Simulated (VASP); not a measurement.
# GaN in VASP: one cell, several levels of theory, part 2 of 2

The system is GaN, a lower-symmetry cell derived from the rocksalt prototype, a generated structure that needn't be the ground state.

VASP 6.6.1, plane waves, PAW. The steps go on from the part before.

## 3. r2SCAN at this geometry

INCAR reads:

```
ENCUT = 520.000000
SIGMA = 0.020000
EDIFF = 1.00e-07
ALGO = Normal
METAGGA = R2SCAN
PREC = Accurate
IBRION = -1
ISIF = 2
ISMEAR = -1
NBANDS = 16
NELM = 120
NSW = 0
LASPH = .TRUE.
LCHARG = .TRUE.
LELF = .TRUE.
LWAVE = .FALSE.
LREAL = .FALSE.
```

KPOINTS reads:

```
KPOINTS created by Atomic Simulation Environment
0
Gamma
10 10 10
0 0 0
```

KPOINTS_OPT reads:

```
special points
8
Reciprocal
0.0000000000 0.0000000000 0.0000000000 1
0.5000000000 0.0000000000 0.5000000000 1
0.6250000000 0.2500000000 0.6250000000 1
0.3750000000 0.3750000000 0.7500000000 1
0.5000000000 0.5000000000 0.5000000000 1
0.5000000000 0.2500000000 0.7500000000 1
0.0104170000 0.1875000000 -0.1796880000 1
0.5000000000 0.5000000000 0.0000000000 1
```

POSCAR reads:

```
Ga N
 1.0000000000000000
     0.0000000000000000    2.1717706912999999    2.0512806768999998
     2.1717706912999999    0.0000000000000000    2.0512806768999998
     2.1717706912999999    2.1717706912999999    0.0000000000000000
 Ga  N
   1   1
Cartesian
  0.0000000000000000  0.0000000000000000  0.0000000000000000
  2.1717706912999999  2.1717706912999999  2.0512806768999998
```

On the command line:

```sh
mpirun -np 1 vasp_std
```

Standard output, without the iteration lines:

```text
POSCAR found type information on POSCAR GaN
 POSCAR found :  2 types and       2 ions
 -----------------------------------------------------------------------------
|                                                                             |
|                                                                             |
|     You enforced a specific xc type in the INCAR file but a different       |
|     I HOPE YOU KNOW WHAT YOU ARE DOING!                                     |
|                                                                             |
 -----------------------------------------------------------------------------

 LDA part: xc-table for (None), standard interpolation
 POSCAR, INCAR and KPOINTS ok, starting setup
 FFT: planning ... GRIDC
 FFT: planning ... GRID_SOFT
 FFT: planning ... GRID
 WAVECAR not read
 entering main loop
 Start KPOINTS_OPT (optional k-point list driver)
k-point batch [1-8\8]
```

OSZICAR:

```text
N       E                     dE             d eps       ncg     rms          rms(c)
DAV:   1     0.669529990517E+02    0.66953E+02   -0.94463E+03  3656   0.216E+03
DAV:   2    -0.204799179022E+02   -0.87433E+02   -0.81039E+02  3768   0.335E+02
DAV:   3    -0.255163695502E+02   -0.50365E+01   -0.50165E+01  3792   0.684E+01
DAV:   4    -0.255632240229E+02   -0.46854E-01   -0.46849E-01  4120   0.697E+00
DAV:   5    -0.255637462109E+02   -0.52219E-03   -0.52218E-03  4000   0.672E-01    0.682E+00
DAV:   6    -0.208880584456E+02    0.46757E+01   -0.32176E+00  4576   0.404E+01    0.232E+00
DAV:   7    -0.209355797401E+02   -0.47521E-01   -0.39719E-01  3896   0.601E+00    0.161E+00
DAV:   8    -0.209462884180E+02   -0.10709E-01   -0.29448E-02  4040   0.395E+00    0.196E-01
DAV:   9    -0.209450091714E+02    0.12792E-02   -0.76366E-03  4616   0.251E+00    0.885E-02
DAV:  10    -0.209450894914E+02   -0.80320E-04   -0.63898E-04  3960   0.239E-01    0.821E-02
DAV:  11    -0.209450869582E+02    0.25331E-05   -0.19080E-04  3904   0.137E-01    0.578E-02
DAV:  12    -0.209450779771E+02    0.89811E-05   -0.52304E-05  4360   0.765E-02    0.467E-02
DAV:  13    -0.209450653234E+02    0.12654E-04   -0.84052E-07  4536   0.174E-02    0.343E-02
DAV:  14    -0.209450649330E+02    0.39039E-06   -0.48110E-06  4288   0.378E-02    0.184E-02
DAV:  15    -0.209450654897E+02   -0.55670E-06   -0.27461E-06  4528   0.224E-02    0.871E-03
DAV:  16    -0.209450654803E+02    0.94419E-08   -0.32821E-07  3504   0.498E-03
   1 F= -.20945065E+02 E0= -.20945065E+02  d E =-.492541E-09
       N       E                     dE             ncg
DAV:   1     0.265822871524E+04   -0.58307E+04      304
DAV:   2     0.202007471033E+04   -0.63815E+03      304
DAV:   3     0.198498588041E+04   -0.35089E+02      272
DAV:   4     0.198466000974E+04   -0.32587E+00      360
DAV:   5     0.198465648710E+04   -0.35226E-02      280
DAV:   6     0.198465638842E+04   -0.98686E-04      368
DAV:   7     0.198465638490E+04   -0.35147E-05      280
DAV:   8     0.198465638474E+04   -0.15692E-06      336
DAV:   9     0.198465638474E+04   -0.72457E-08      200
```

OUTCAR, selected sections:

```text
k-points           NKPTS =    102   k-points in BZ     NKDIM =    102   number of bands    NBANDS=     16

   NELECT =      18.0000    total number of electrons

   dimension x,y,z NGX =    24 NGY =   24 NGZ =   24
   dimension x,y,z NGXF=    48 NGYF=   48 NGZF=   48

  energy-cutoff  :      520.00
  volume of cell :       19.35
      direct lattice vectors                 reciprocal lattice vectors
     0.000000000  2.171770691  2.051280677    -0.230226884  0.230226884  0.243750163
     2.171770691  0.000000000  2.051280677     0.230226884 -0.230226884  0.243750163
     2.171770691  2.171770691  0.000000000     0.230226884  0.230226884 -0.243750163

 k-points in reciprocal lattice and weights: KPOINTS created by Atomic Simulation Env
   0.00000000  0.00000000  0.00000000       0.001
   0.10000000  0.00000000  0.00000000       0.008
   0.20000000  0.00000000  0.00000000       0.008
   0.30000000 -0.00000000  0.00000000       0.008
   0.40000000 -0.00000000  0.00000000       0.008
   0.50000000  0.00000000  0.00000000       0.004
   0.10000000  0.10000000  0.00000000       0.002
   0.20000000  0.10000000  0.00000000       0.008
[... 94 more k-points ...]

 E-fermi :   7.7031

 k-point     1 :       0.0000    0.0000    0.0000
  band No.  band energies     occupation
      1     -10.4950      2.00000
      2      -7.0586      2.00000
      3      -7.0586      2.00000
      4      -7.0408      2.00000
      5      -7.0294      2.00000
      6      -6.9426      2.00000
      7       6.4733      2.00000
      8       7.0266      2.00000
      9       7.0267      2.00000
     10       9.8768      0.00000
     11      22.5465      0.00000
     12      22.5465      0.00000
     13      23.0045      0.00000
     14      23.1150      0.00000
     15      23.1152      0.00000
     16      24.5009      0.00000

 k-point     2 :       0.1000    0.0000    0.0000
  band No.  band energies     occupation
      1     -10.3042      2.00000
      2      -7.0610      2.00000
      3      -7.0606      2.00000
      4      -7.0361      2.00000
      5      -7.0266      2.00000
      6      -6.9608      2.00000
      7       5.5830      2.00000
      8       6.7783      2.00000
      9       7.0180      2.00000
     10      10.8603      0.00000
     11      20.2323      0.00000
     12      21.3140      0.00000
     13      22.3559      0.00000
     14      23.5508      0.00000
     15      23.6927      0.00000
     16      25.0121      0.00000

 k-point     3 :       0.2000    0.0000    0.0000
  band No.  band energies     occupation
      1      -9.7540      2.00000
      2      -7.1086      2.00000
      3      -7.0812      2.00000
      4      -7.0520      2.00000
      5      -6.9758      2.00000
      6      -6.9664      2.00000
      7       3.5630      2.00000
      8       6.8757      2.00000
      9       7.0043      2.00000
     10      12.2091      0.00000
     11      18.1129      0.00000
     12      19.4411      0.00000
     13      20.9192      0.00000
     14      23.6375      0.00000
     15      24.9736      0.00000
     16      25.3020      0.00000

 k-point     4 :       0.3000   -0.0000    0.0000
  band No.  band energies     occupation
      1      -8.9253      2.00000
      2      -7.1717      2.00000
      3      -7.1378      2.00000
      4      -7.0925      2.00000
      5      -6.9249      2.00000
      6      -6.9079      2.00000
      7       1.4998      2.00000
      8       7.0060      2.00000
      9       7.0549      2.00000
     10      12.8175      0.00000
     11      17.1679      0.00000
     12      17.8537      0.00000
     13      19.3787      0.00000
     14      23.7284      0.00000
     15      26.9326      0.00000
     16      26.9412      0.00000

 k-point     5 :       0.4000   -0.0000    0.0000
  band No.  band energies     occupation
      1      -8.0247      2.00000
      2      -7.2228      2.00000
      3      -7.1978      2.00000
      4      -7.1421      2.00000
      5      -6.8861      2.00000
      6      -6.8520      2.00000
      7      -0.1716      2.00000
      8       7.0235      2.00000
      9       7.2241      2.00000
     10      12.6748      0.00000
     11      16.8165      0.00000
     12      17.1802      0.00000
     13      18.2514      0.00000
     14      24.2276      0.00000
     15      29.2679      0.00000
     16      29.4205      0.00000

 k-point     6 :       0.5000    0.0000    0.0000
  band No.  band energies     occupation
      1      -7.5182      2.00000
      2      -7.2422      2.00000
      3      -7.2360      2.00000
      4      -7.2194      2.00000
      5      -6.8712      2.00000
      6      -6.8304      2.00000
      7      -0.8689      2.00000
      8       7.0343      2.00000
      9       7.2949      2.00000
     10      12.5267      0.00000
     11      16.4556      0.00000
     12      17.3670      0.00000
     13      17.7544      0.00000
     14      24.5884      0.00000
     15      31.3617      0.00000
     16      31.5080      0.00000

 k-point     7 :       0.1000    0.1000    0.0000
  band No.  band energies     occupation
      1     -10.2059      2.00000
      2      -7.0580      2.00000
      3      -7.0399      2.00000
      4      -7.0399      2.00000
      5      -7.0185      2.00000
      6      -7.0172      2.00000
      7       5.4141      2.00000
      8       6.7420      2.00000
      9       6.7420      2.00000
     10      11.2825      0.00000
     11      20.6036      0.00000
     12      21.1086      0.00000
     13      21.1087      0.00000
     14      22.3220      0.00000
     15      25.7530      0.00000
     16      25.7531      0.00000

 k-point     8 :       0.2000    0.1000    0.0000
  band No.  band energies     occupation
      1      -9.7546      2.00000
      2      -7.0930      2.00000
      3      -7.0798      2.00000
      4      -7.0593      2.00000
      5      -7.0030      2.00000
      6      -6.9704      2.00000
      7       4.0091      2.00000
      8       6.5022      2.00000
      9       6.7030      2.00000
     10      12.4869      0.00000
     11      18.6026      0.00000
     12      19.9810      0.00000
     13      20.2440      0.00000
     14      21.8186      0.00000
     15      26.4306      0.00000
     16      26.8406      0.00000

 k-point     9 :       0.3000    0.1000    0.0000
  band No.  band energies     occupation
      1      -9.0300      2.00000
      2      -7.1567      2.00000
      3      -7.1131      2.00000
      4      -7.0985      2.00000
      5      -6.9398      2.00000
      6      -6.9014      2.00000
      7       2.1058      2.00000
      8       6.3897      2.00000
      9       6.7900      2.00000
     10      13.2848      0.00000
     11      17.1573      0.00000
     12      18.5813      0.00000
     13      18.9738      0.00000
     14      22.7076      0.00000
     15      27.0028      0.00000
     16      28.2964      0.00000

 k-point    10 :       0.4000    0.1000    0.0000
  band No.  band energies     occupation
      1      -8.2762      2.00000
      2      -7.1848      2.00000
      3      -7.1708      2.00000
      4      -7.0708      2.00000
      5      -6.8466      2.00000
      6      -6.8222      2.00000
      7       0.3621      2.00000
      8       6.4470      2.00000
      9       6.7398      2.00000
     10      13.3072      0.00000
     11      16.1437      0.00000
     12      17.8194      0.00000
     13      18.5307      0.00000
     14      23.7504      0.00000
     15      28.1440      0.00000
     16      30.3884      0.00000

 k-point    11 :       0.5000    0.1000    0.0000
  band No.  band energies     occupation
      1      -7.9430      2.00000
      2      -7.2098      2.00000
      3      -7.1986      2.00000
      4      -6.9961      2.00000
      5      -6.8282      2.00000
      6      -6.5818      2.00000
      7      -0.6472      2.00000
      8       6.5193      2.00000
      9       6.6541      2.00000
     10      13.1553      0.00000
     11      15.5746      0.00000
     12      17.0855      0.00000
     13      18.9762      0.00000
     14      24.9450      0.00000
     15      29.1522      0.00000
     16      31.3330      0.00000

 k-point    12 :      -0.4000    0.1000    0.0000
  band No.  band energies     occupation
      1      -8.1185      2.00000
      2      -7.2155      2.00000
      3      -7.1913      2.00000
      4      -6.9884      2.00000
      5      -6.8535      2.00000
      6      -6.5681      2.00000
      7      -0.3180      2.00000
      8       6.2002      2.00000
      9       6.9321      2.00000
     10      13.2937      0.00000
     11      15.4662      0.00000
     12      16.9336      0.00000
     13      19.1862      0.00000
     14      25.5850      0.00000
     15      28.8549      0.00000
     16      29.7881      0.00000

[... the tables of k-points 13 to 102 left out ...]

  Total       -0.9847468     -0.9847468      0.1868119      0.0000000      0.0000000      0.0000000
  in kB      -81.5365108    -81.5365108     15.4679282      0.0000000      0.0000000      0.0000000
  external PRESSURE =     -49.2016978 kB  Pullay stress =       0.0000000 kB

 POSITION                                       TOTAL-FORCE (eV/Angst)
 -----------------------------------------------------------------------------------
      0.00000      0.00000      0.00000        -0.000000      0.000000      0.000000
      2.17177      2.17177      2.05128         0.000000     -0.000000      0.000000
 -----------------------------------------------------------------------------------
    total drift:                                0.000000     -0.000000     -0.000000

  FREE ENERGIE OF THE ION-ELECTRON SYSTEM (eV)
  ---------------------------------------------------
  free  energy   TOTEN  =       -20.9450654803 eV

  energy  without entropy=      -20.9450654798  energy(sigma->0) =      -20.94506548
```

Hardware: 1 MPI rank of Intel Xeon Platinum 8488C, shared host.

The levels at the points of KPOINTS_OPT are read from vasprun.xml.

Near the gap, in eV above the top of the last filled band v; c is the band after it:

```csv
point,v−1,v,c,c+1
Γ,-0.35,-0.35,2.49,15.16
X,-3.34,-2.54,1.14,8.70
U,-5.77,-1.98,3.83,9.64
K,-5.55,-2.40,3.10,9.30
L,-0.35,-0.09,5.14,9.07
W,-5.37,-4.31,5.15,10.08
```

The r2SCAN gap is 0.62 eV and indirect ((0.01, 0.19, -0.18) to (0.50, 0.50, 0.00)), with 2.85 eV as the least direct one. The pressure is -4.92 GPa; the forces vanish within 0.01 eV/Å.

The maps below are laid out on this run's own conventional cell (a, b, c = 3.071, 3.071, 4.103 Å).

Density in a lattice plane of the grid's cell (edges 3.07 and 4.10 Å, at 0.000 of the third edge), which holds Ga and N.

Ten even steps from '0' (0.08 e/Å³) to '9' (16.72 e/Å³):
```
875210000000001257
543100000000000134
211000000000000011
000000000000000000
000000000000000000
000000000000000000
000000000000000000
111000000000000011
221100000000000112
221100000000000112
221100000000000112
111000000000000011
000000000000000000
000000000000000000
000000000000000000
000000000000000000
211000000000000011
543100000000000134
875210000000001257
986310000000001368
```
Columns run along the first of these edges and rows up along the second, over one cell in 18 and 20 even steps from the bottom left corner. Atoms in the plane (fractional): Ga at (0.00, 0.00), N at (0.00, 0.50).

ELF in the same plane.

Ten even steps from ' ' (0.03) to '@' (0.82):
```
        ..::......  ......::..      
      ..........      ..........    
....::::......          ......::::..
------::....              ....::----
++++====--::..          ..::--====++
%%%%%%##++==::          ::==++##%%%%
@@@@@@@@%%**--..      ..--**%%@@@@@@
%%%%@@@@@@##++::..  ..::++##@@@@@@%%
--++%%@@@@%%**--..  ..--**%%@@@@%%++
  ::**@@@@%%**==......==**%%@@@@**::
--++%%@@@@%%**--..  ..--**%%@@@@%%++
%%%%@@@@@@##++::..  ..::++##@@@@@@%%
@@@@@@@@%%**--..      ..--**%%@@@@@@
%%%%%%##++==::          ::==++##%%%%
++++====--::..          ..::--====++
------::....              ....::----
....::::......          ......::::..
      ..........      ..........    
        ..::......  ......::..      
::      ..::..............::..      
```
Columns run along the first of these edges and rows up along the second, over one cell in 18 and 20 even steps from the bottom left corner. Atoms in the plane (fractional): Ga at (0.00, 0.00), N at (0.00, 0.50).

Both are smooth fields of the valence electrons: close to the nuclei they are not physical.

The highest ELF values outside the cores: 0.83 in the shell around N, 0.7 Å from N.

## 4. Results

This closing draws on all 2 parts.

| level | gap (eV) | pressure (GPa) | Ansatz: gap (eV) | Ansatz: pressure (GPa) |
| --- | --- | --- | --- | --- |
| PBE | 0.12 | 2.85 | 0.13 | 2.11 |
| r2SCAN | 0.62 | -4.92 | 0.64 | -5.99 |

In words: The gap spans 0.12 eV (PBE) to 0.62 eV (r2SCAN). The pressure is highest with PBE (2.8 GPa) and lowest with r2SCAN (-4.9 GPa), which orders the cells that they would relax to. The two programs agree on the gap within 0.03 eV, far less than the spread between functionals. The two codes have different PAW datasets and cutoffs.
